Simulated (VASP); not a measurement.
# CdSe in VASP: further runs, part 2 of 2

VASP 6.6.1.

## 5. Single point, PBEsol (equal xy, yz and zx engineering shears of +0.5 %)

Contents of INCAR:

```
SYSTEM = CdSe
PREC = Accurate ; ENCUT = 520
EDIFF = 1E-7 ; ISMEAR = 0
SIGMA = 0.01 ; LREAL = .False.
LASPH = .True. ; NELM = 100
ALGO = Normal ; ISIF = 2
LWAVE = .False. ; LCHARG = .False.
GGA = PS ; NBANDS = 26
```

Contents of KPOINTS:

```
regular mesh
0
Gamma
  6 6 4
  0 0 0
```

Contents of POSCAR:

```
CdSe
1.0
    4.3009830028      0.0107524575      0.0107524575
   -2.1411796000      3.7193843129      0.0039356726
    0.0175563700      0.0175563700      7.0225479905
Cd Se
2 2
Direct
    0.3329268166      0.6661486657      0.0047126772
    0.6656815838      0.3328325881      0.5047137774
    0.3325050870      0.6671915035      0.3802916838
    0.6688865125      0.3338272427      0.8802818616
```

Potentials or basis: VASP PAW PBE potentials, release 64 (Cd, Se).

On the command line:

```
cat potpaw_PBE.64/Cd/POTCAR potpaw_PBE.64/Se/POTCAR > POTCAR
mpirun -np 1 vasp_std > vasp.out
```

OUTCAR:

```text
SYSTEM = CdSe
   PREC = Accurate
   ENCUT = 520
   EDIFF = 1E-7
   ISMEAR = 0
   LREAL = .False.
   LASPH = .True.
   NELM = 100
   ISIF = 2
   GGA = PS

 ion  position               nearest neighbor table
   1  0.333  0.666  0.005-   4 2.63   4 2.63   4 2.63   3 2.64
   2  0.666  0.333  0.505-   3 2.63   3 2.63   3 2.63   4 2.64
   3  0.333  0.667  0.380-   2 2.63   2 2.63   2 2.63   1 2.64
   4  0.669  0.334  0.880-   1 2.63   1 2.63   1 2.63   2 2.64

  LATTYP: Found a triclinic cell.
 ALAT       =     4.3103232832
 B/A-ratio  =     0.9956738721
 C/A-ratio  =     1.6292494599
 COS(alpha) =     0.0018363769
 COS(beta)  =     0.0068238029
 COS(gamma) =     0.5000046992

  Lattice vectors:

 A1 = (   2.1598034028,   3.7301367704,   0.0146881301)
 A2 = (  -2.1411796000,   3.7193843129,   0.0039356726)
 A3 = (   0.0175563700,   0.0175563700,   7.0225479905)

Analysis of symmetry for initial positions (statically):
=====================================================================
 Subroutine PRICEL returns:
 Original cell was already a primitive cell.

[... 172 lines left out ...]

 E-fermi :   0.9382     XC(G=0):  -9.0912

 val. band max:        0.8298997904   @ k =   0.0000   0.0000   0.0000
 cond. band min:       1.3592856722   @ k =   0.0000   0.0000   0.0000
 fundamental gap:      0.5293858818
 Fermi energy:         0.9382062667

 k-point     1 :       0.0000    0.0000    0.0000
  band No.  band energies     occupation
      1     -11.8117      2.00000
      2     -11.4263      2.00000
      3      -7.0904      2.00000
      4      -7.0831      2.00000
      5      -7.0817      2.00000
      6      -7.0150      2.00000
[... 685 lines left out ...]
     25       8.8920      0.00000
     26      10.0778      0.00000

 [... further k-points ...]

------------------------ aborting loop because EDIFF is reached ----------------------------------------

  FORCE on cell =-STRESS in cart. coord.  units (eV):
  Direction    XX          YY          ZZ          XY          YZ          ZX
  --------------------------------------------------------------------------------------
  -------------------------------------------------------------------------------------
  Total        0.2589664      0.2596324      0.2309602     -0.0505921     -0.0451185     -0.0451624
  in kB        3.6880881      3.6975735      3.2892368     -0.7205115     -0.6425579     -0.6431835
  external PRESSURE =       3.5582995 kB  Pullay stress =       0.0000000 kB

 VOLUME and BASIS-vectors are now :
 -----------------------------------------------------------------------------
  energy-cutoff  :      520.00
  volume of cell :      112.50
      direct lattice vectors                 reciprocal lattice vectors
     4.300983003  0.010752457  0.010752457     0.232173127  0.133658671 -0.000914579
    -2.141179600  3.719384313  0.003935673    -0.000669519  0.268476982 -0.000669519
     0.017556370  0.017556370  7.022547990    -0.000355113 -0.000355113  0.142400233

 POSITION                                       TOTAL-FORCE (eV/Angst)
 -----------------------------------------------------------------------------------
      0.00565      2.48133      0.03930        -0.000622     -0.000295      0.001210
      2.15929      1.25395      3.55284        -0.000034     -0.000370      0.001298
      0.00820      2.49179      2.67682         0.000130      0.000222     -0.001252
      2.17754      1.26428      6.19033         0.000526      0.000443     -0.001256
 -----------------------------------------------------------------------------------
    total drift:                               -0.000099     -0.000072      0.000178

  FREE ENERGIE OF THE ION-ELECTRON SYSTEM (eV)
  ---------------------------------------------------
  free  energy   TOTEN  =       -12.3462803860 eV

  energy  without entropy=      -12.3462803860  energy(sigma->0) =      -12.34628039
```

It took 2.5 min on 1 thread of Intel Xeon Platinum 8488C (Sapphire Rapids), shared host; peak memory 0.35 GiB.

Results:

```yaml
Free_energy: -12.3463 eV
Pressure: 0.4 GPa
Band_gap_on_the_k_mesh: 0.53 eV
```

Caveat: the cell differs from its parent crystal (equal xy, yz and zx engineering shears of +0.5 %); semilocal functionals underestimate gaps, and a narrow one can read as zero; the PAW data sets were made with another functional, which shifts forces and pressure a little.

## 6. Relaxation of the atoms, PBEsol

This run uses another cell than the first one, of 27.71 Å³/atom.

Contents of INCAR:

```
PREC = Accurate
ENCUT = 520
EDIFF = 1E-6
ISMEAR = 0
SIGMA = 0.01
LREAL = False
LASPH = True
NELM = 80
ALGO = Normal
ISIF = 2
LWAVE = False
LCHARG = False
GGA = PS
IBRION = 2
NSW = 50
EDIFFG = -0.002
```

Contents of KPOINTS:

```
regular mesh
0
Gamma
  6 6 4
```

Contents of POSCAR:

```
CdSe
1.0
    4.2794780878      0.0000000000      0.0000000000
   -2.1397390439      3.7061367390      0.0000000000
    0.0000000000      0.0000000000      6.9874352506
Cd Se
2 2
Direct
    0.3333333333      0.6666666667      0.0047026406
    0.6666666667      0.3333333333      0.5047026406
    0.3333333333      0.6666666667      0.3802973594
    0.6666666667      0.3333333333      0.8802973594
```

Potentials or basis: VASP PAW PBE potentials, release 64 (Cd, Se).

On the command line:

```
cat potpaw_PBE.64/Cd/POTCAR potpaw_PBE.64/Se/POTCAR > POTCAR
mpirun -np 1 vasp_std > vasp.out
```

Wall time 89 s (1 thread of Intel Xeon 8259CL, shared host); peak memory 0.25 GiB.

The run converged. Its results:

```yaml
Free_energy: -12.3385 eV
Energy_gained_by_relaxing: 0.0 meV/atom
Ionic_steps: 2
Pressure_after_relaxing: 1.2 GPa
Band_gap_on_the_k_mesh: 0.57 eV
```

Final structure:
```cif
data_structure
_symmetry_space_group_name_H-M 'P 1'
_symmetry_Int_Tables_number 1
_cell_length_a 4.2795
_cell_length_b 4.2795
_cell_length_c 6.9874
_cell_angle_alpha 90.000
_cell_angle_beta 90.000
_cell_angle_gamma 120.000
_cell_volume 110.82
loop_
_atom_site_label
_atom_site_type_symbol
_atom_site_fract_x
_atom_site_fract_y
_atom_site_fract_z
_atom_site_occupancy
Cd1 Cd 0.33333 0.66667 0.00473 1
Cd2 Cd 0.66667 0.33333 0.50473 1
Se1 Se 0.33333 0.66667 0.38027 1
Se2 Se 0.66667 0.33333 0.88027 1
```

Levels at points of the mesh, in eV from the valence-band top:
```csv
k point,band 14,band 15,band 16,band 17,band 18,band 19,band 20,band 21,band 22
"(0.00, 0.00, 0.00)",-0.80,-0.80,-0.06,0.00,0.00,0.57,2.11,5.78,5.78
"(0.50, 0.00, 0.00)",-3.76,-2.78,-1.94,-1.41,-0.79,3.15,3.22,4.65,6.11
"(0.00, 0.00, 0.50)",-2.76,-0.42,-0.42,-0.42,-0.42,2.30,2.30,5.77,5.77
"(0.50, 0.00, 0.50)",-4.35,-1.43,-1.43,-1.41,-1.41,2.82,2.82,4.75,4.75
```

Caveat: semilocal functionals underestimate gaps, and a narrow one can read as zero; the PAW data sets were made with another functional, which shifts forces and pressure a little.

## 7. Relaxation of the atoms, PBEsol (z stretched by -0.5 %, x and y held)

Contents of INCAR:

```
  PREC = Accurate
  ENCUT = 520
  EDIFF = 1E-6
  ISMEAR = 0
  SIGMA = 0.01
  LREAL = F
  LASPH = T
  NELM = 100
  ALGO = Normal
  ISIF = 2
  LWAVE = F
  LCHARG = F
  GGA = PS
  IBRION = 2
  NSW = 50
  EDIFFG = -0.002
```

Contents of KPOINTS:

```
Automatic mesh
0
Gamma
  6 6 4
```

Edit POSCAR of step 6 so:

```diff
@@ -2,4 +2,4 @@
 1.0
-    4.2794780878      0.0000000000      0.0000000000
-   -2.1397390439      3.7061367390      0.0000000000
+    4.3009830028      0.0000000000      0.0000000000
+   -2.1504915014      3.7247605417      0.0000000000
     0.0000000000      0.0000000000      6.9874352506
```

Potentials or basis: VASP PAW PBE potentials, release 64 (Cd, Se).

On the command line:

```
cat potpaw_PBE.64/Cd/POTCAR potpaw_PBE.64/Se/POTCAR > POTCAR
mpirun -np 1 vasp_std > vasp.out
```

OUTCAR:

```text
PREC = Accurate
   ENCUT = 520
   EDIFF = 1E-6
   ISMEAR = 0
   LREAL = F
   LASPH = T
   NELM = 100
   ISIF = 2
   GGA = PS
   IBRION = 2
   NSW = 50
   EDIFFG = -0.002

 ion  position               nearest neighbor table
   1  0.333  0.667  0.005-   3 2.62   4 2.63   4 2.63   4 2.63
   2  0.667  0.333  0.505-   4 2.62   3 2.63   3 2.63   3 2.63
   3  0.333  0.667  0.380-   1 2.62   2 2.63   2 2.63   2 2.63
   4  0.667  0.333  0.880-   2 2.62   1 2.63   1 2.63   1 2.63

  LATTYP: Found a hexagonal cell.
 ALAT       =     4.3009830028
 C/A-ratio  =     1.6246135467

  Lattice vectors:

 A1 = (   4.3009830028,   0.0000000000,   0.0000000000)
 A2 = (  -2.1504915014,   3.7247605417,   0.0000000000)
 A3 = (   0.0000000000,   0.0000000000,   6.9874352506)

Analysis of symmetry for initial positions (statically):
=====================================================================
 Subroutine PRICEL returns:
 Original cell was already a primitive cell.

 Routine SETGRP: Setting up the symmetry group for a
 hexagonal supercell.

 Subroutine GETGRP returns: Found 12 space group operations
 (whereof  6 operations were pure point group operations)
 out of a pool of 24 trial point group operations.

The static configuration has the point symmetry C_3v.
 The point group associated with its full space group is C_6v.

Analysis of symmetry for dynamics (positions and initial velocities):
=====================================================================
 Subroutine PRICEL returns:
 Original cell was already a primitive cell.

 Routine SETGRP: Setting up the symmetry group for a
 hexagonal supercell.

 Subroutine GETGRP returns: Found 12 space group operations
 (whereof  6 operations were pure point group operations)
 out of a pool of 24 trial point group operations.

The dynamic configuration has the point symmetry C_3v.
 The point group associated with its full space group is C_6v.

 Subroutine INISYM returns: Found 12 space group operations
 (whereof  6 operations are pure point group operations),
 and found     1 'primitive' translations

----------------------------------------------------------------------------------------

                                     Primitive cell

  volume of cell :     111.9396

  direct lattice vectors                    reciprocal lattice vectors
     4.300983003  0.000000000  0.000000000     0.232504988  0.134236817  0.000000000
    -2.150491501  3.724760542  0.000000000     0.000000000  0.268473634  0.000000000
     0.000000000  0.000000000  6.987435251     0.000000000  0.000000000  0.143114027

  length of vectors
     4.300983003  4.300983003  6.987435251     0.268473634  0.268473634  0.143114027

  position of ions in fractional coordinates (direct lattice)
     0.333333333  0.666666667  0.004702641
     0.666666667  0.333333333  0.504702641
     0.333333333  0.666666667  0.380297359
     0.666666667  0.333333333  0.880297359

  ion indices of the primitive-cell ions
   primitive index   ion index
                 1           1
                 2           2
                 3           3
                 4           4

----------------------------------------------------------------------------------------

 KPOINTS: Automatic mesh

Automatic generation of k-mesh.
 Grid dimensions read from file:
 generate k-points for:    6    6    4

 Generating k-lattice:

  Cartesian coordinates                     Fractional coordinates (reciprocal lattice)
     0.038750831  0.022372803  0.000000000     0.166666667  0.000000000  0.000000000
     0.000000000  0.044745606  0.000000000     0.000000000  0.166666667  0.000000000
     0.000000000  0.000000000  0.035778507     0.000000000  0.000000000  0.250000000

  Length of vectors
     0.044745606  0.044745606  0.035778507

  Shift w.r.t. Gamma in fractional coordinates (k-lattice)
     0.000000000  0.000000000  0.000000000

 Subroutine IBZKPT returns following result:
 ===========================================

 Found     21 irreducible k-points:

 Following reciprocal coordinates:
            Coordinates               Weight
  0.000000  0.000000  0.000000      1.000000
  0.166667  0.000000  0.000000      6.000000
  0.333333  0.000000  0.000000      6.000000
  0.500000  0.000000  0.000000      3.000000
  0.166667  0.166667  0.000000      6.000000
  0.333333  0.166667  0.000000     12.000000
[... 13 lines left out ...]
  0.333333  0.166667  0.500000     12.000000
  0.333333  0.333333  0.500000      2.000000
   k-points           NKPTS =     21   k-points in BZ     NKDIM =     21   number of bands    NBANDS=     22
   number of dos      NEDOS =    301   number of ions     NIONS =      4
   total plane-waves  NPLWV =  55296
   dimension x,y,z NGX =    32 NGY =   32 NGZ =   54
   dimension x,y,z NGXF=    64 NGYF=   64 NGZF=  108
   ions per type =               2   2
   NGX,Y,Z   is equivalent  to a cutoff of  12.37, 12.37, 12.85 a.u.
   NGXF,Y,Z  is equivalent  to a cutoff of  24.74, 24.74, 25.70 a.u.
 SYSTEM =  unknown system
   PREC   = accura    normal or accurate (medium, high low for compatibility)
   ISTART =      0    job   : 0-new  1-cont  2-samecut
   ICHARG =      2    charge: 1-file 2-atom 10-const
   ISPIN  =      1    spin polarized calculation?
   LNONCOLLINEAR =      F non collinear calculations
   LSORBIT =      F    spin-orbit coupling
   LASPH  =      T    aspherical Exc in radial PAW
   ENCUT  =  520.0 eV  38.22 Ry    6.18 a.u.   8.00  8.00 12.99*2*pi/ulx,y,z
   NELM   =    100;   NELMIN=  2; NELMDL= -5     # of ELM steps
   EDIFF  = 0.1E-05   stopping-criterion for ELM
   LREAL  =      F    real-space projection
   EDIFFG = -.2E-02   stopping-criterion for IOM
   NSW    =     50    number of steps for IOM
   IBRION =      2    ionic relax: 0-MD 1-quasi-New 2-CG
   NFREE  =      1    steps in history (QN), initial steepest desc. (CG)
   ISIF   =      2    stress and relaxation
   ISYM   =      2    0-nonsym 1-usesym 2-fastsym
   POTIM  = 0.5000    time-step for ionic-motion
   TEBEG  =    0.0;   TEEND  =   0.0 temperature during run
   PSTRESS=    0.0 pullay stress
   NELECT =      36.0000    total number of electrons
   NUPDOWN=      -1.0000    fix difference up-down
   EMIN   =  10.00;   EMAX   =-10.00  energy-range for DOS
   EFERMI =   0.00;   METHOD = LEGACY
   ISMEAR =     0;   SIGMA  =   0.01  broadening in eV -4-tet -1-fermi 0-gaus
   EFERMI_NEDOS =   21; number of points for ismear=-14 and -15
   IALGO  =     38    algorithm
   IMIX   =      4    mixing-type and parameters
     AMIX     =   0.40;   BMIX     =  1.00
     AMIX_MAG =   1.60;   BMIX_MAG =  1.00
  volume/ion in A,a.u.               =      27.98       188.85
  Fermi-wavevector in a.u.,A,eV,Ry     =   1.121625  2.119564 17.116711  1.258043
  Thomas-Fermi vector in A             =   2.258280
   LORBIT       =      0    0 simple, 1 ext, 2 COOP (PROOUT), +10 PAW based schemes
   GGA     = PS    functional components
   LHFCALC =     F    Hartree Fock is set to
   AEXX    =    0.0000 exact exchange contribution
   IVDW    =     0    specifies the selected vdW correction
   LEPSILON=     F    determine dielectric tensor
   LRPA    =     F    only Hartree local field effects (RPA)
 conjugate gradient relaxation of ions
 non-spin polarized calculation
 Gauss-broadening in eV      SIGMA  =   0.01
  energy-cutoff  :      520.00
  volume of cell :      111.94
 maximum number of plane-waves:      3030
 NGX is ok and might be reduce to    32
   NGX = 15   NGY = 15   NGZ = 25

--------------------------------------- Ionic step        1  -------------------------------------------

 number of electron      35.9999996 magnetization

 Free energy of the ion-electron system (eV)
  ---------------------------------------------------
  ext. energy  EPLUGINS =         0.00000000
  ---------------------------------------------------
  free energy    TOTEN  =       -12.34441601 eV

  energy without entropy =      -12.34441601  energy(sigma->0) =      -12.34441601

------------------------ aborting loop because EDIFF is reached ----------------------------------------

  FORCE on cell =-STRESS in cart. coord.  units (eV):
  Direction    XX          YY          ZZ          XY          YZ          ZX
  --------------------------------------------------------------------------------------
  -------------------------------------------------------------------------------------
  Total        0.3394855      0.3394855      0.6431372      0.0000000      0.0000000      0.0000000
  in kB        4.8590116      4.8590116      9.2051385      0.0000000      0.0000000      0.0000000
  external PRESSURE =       6.3077206 kB  Pullay stress =       0.0000000 kB
[... 61 lines left out ...]
  energy  without entropy=      -12.3446123845  energy(sigma->0) =      -12.34461238

--------------------------------------- Ionic step        3  -------------------------------------------

 number of electron      35.9999996 magnetization

 Free energy of the ion-electron system (eV)
  ---------------------------------------------------
  ext. energy  EPLUGINS =         0.00000000
  ---------------------------------------------------
  free energy    TOTEN  =       -12.34468578 eV

  energy without entropy =      -12.34468578  energy(sigma->0) =      -12.34468578

 E-fermi :   0.9266     XC(G=0):  -9.1135

 val. band max:        0.8539469494   @ k =   0.0000   0.0000   0.0000
 cond. band min:       1.4118975080   @ k =   0.0000   0.0000   0.0000
 fundamental gap:      0.5579505585
 Fermi energy:         0.9266320840

 k-point     1 :       0.0000    0.0000    0.0000
  band No.  band energies     occupation
      1     -11.8007      2.00000
      2     -11.4076      2.00000
      3      -7.0654      2.00000
      4      -7.0602      2.00000
      5      -7.0602      2.00000
      6      -6.9909      2.00000
[... 545 lines left out ...]
  FREE ENERGIE OF THE ION-ELECTRON SYSTEM (eV)
  ---------------------------------------------------
  free  energy   TOTEN  =       -12.3446857842 eV

  energy  without entropy=      -12.3446857842  energy(sigma->0) =      -12.34468578

 reached required accuracy - stopping structural energy minimisation
```

Run time: 100 s. Hardware: 1 thread of Intel Xeon 8259CL, shared host; peak memory 0.25 GiB.

What came out:

```
Free energy               : -12.3447 eV
Energy gained by relaxing : 0.1 meV/atom
Ionic steps               : 3
Pressure after relaxing   : 0.6 GPa
Band gap on the k mesh    : 0.56 eV
```

Step by step:
```csv
step,energy change (eV),largest force (eV/Å),pressure (GPa)
1,0.0000,0.0365,0.63
2,-0.0002,0.0189,0.63
3,-0.0003,0.0004,0.63
```

Final structure:
```
CELL_PARAMETERS angstrom
4.30098 0.00000 0.00000
-2.15049 3.72476 0.00000
0.00000 0.00000 6.98744
ATOMIC_POSITIONS crystal
Cd 0.33333 0.66667 0.00418
Cd 0.66667 0.33333 0.50418
Se 0.33333 0.66667 0.38082
Se 0.66667 0.33333 0.88082
```

Levels at points of the mesh, in eV from the valence-band top:
| k point | band 14 | band 15 | band 16 | band 17 | band 18 | band 19 | band 20 | band 21 | band 22 |
| --- | --- | --- | --- | --- | --- | --- | --- | --- | --- |
| (0.00, 0.00, 0.00) | -0.79 | -0.79 | -0.03 | 0.00 | 0.00 | 0.56 | 2.08 | 5.76 | 5.76 |
| (0.50, 0.00, 0.00) | -3.71 | -2.72 | -1.91 | -1.37 | -0.78 | 3.15 | 3.21 | 4.68 | 6.11 |
| (0.00, 0.00, 0.50) | -2.71 | -0.41 | -0.41 | -0.41 | -0.41 | 2.28 | 2.28 | 5.77 | 5.77 |
| (0.50, 0.00, 0.50) | -4.30 | -1.39 | -1.39 | -1.38 | -1.38 | 2.84 | 2.84 | 4.76 | 4.76 |

Caveat: the cell differs from its parent crystal (z stretched by -0.5 %, x and y held); semilocal functionals underestimate gaps, and a narrow one can read as zero; the PAW data sets were made with another functional, which shifts forces and pressure a little.

## 8. The runs side by side

```tsv
task	cell	gap on the mesh (eV)	pressure (GPa)
single point	a = 4.301, b = 4.301, c = 7.058 Å, angles 90.0, 90.0, 120.0°, 4 atoms, atomic positions A	0.52	0.1
single point	a = 4.322, b = 4.322, c = 7.058 Å, angles 90.0, 90.0, 120.0°, 4 atoms, atomic positions B	0.51	-0.4
single point	a = 4.301, b = 4.310, c = 7.023 Å, angles 90.1, 90.3, 120.2°, 4 atoms, atomic positions C	0.53	0.4
single point	a = 4.301, b = 4.292, c = 7.023 Å, angles 89.9, 89.7, 119.8°, 4 atoms, atomic positions D	0.53	0.4
relaxation of the atoms	atoms relaxed from a = 4.279, b = 4.279, c = 6.987 Å, angles 90.0, 90.0, 120.0°, 4 atoms, atomic positions B	0.57	1.2
relaxation of the atoms	atoms relaxed from a = 4.301, b = 4.301, c = 6.987 Å, angles 90.0, 90.0, 120.0°, 4 atoms, atomic positions B	0.56	0.6
```

Alike in all rows: level PBEsol; potentials or basis VASP PAW PBE potentials, release 64 (Cd, Se); no spin polarisation; k mesh 6 × 6 × 4; cutoff (eV) 520; smearing gaussian 0.01 eV.

Caveats: semilocal functionals underestimate gaps, and a narrow one can read as zero; the PAW data sets were made with another functional, which shifts forces and pressure a little.

Total energies depend on the potentials used, so only differences within one code and one set of settings carry meaning.

## 9. How close it comes

Step 3. A measured gap of CdSe is 1.841 eV (2 K; a printed reference work, data compilation); the calculated 0.51 eV misses it by -1.33 eV. So large a miss can be the level of theory's own, or it may mean another phase, state or a wrong row. Spin-orbit coupling on Cd, Se is left out. The value is that of PBEsol, without temperature or zero-point motion. Semilocal functionals fall short of measured gaps as a rule.
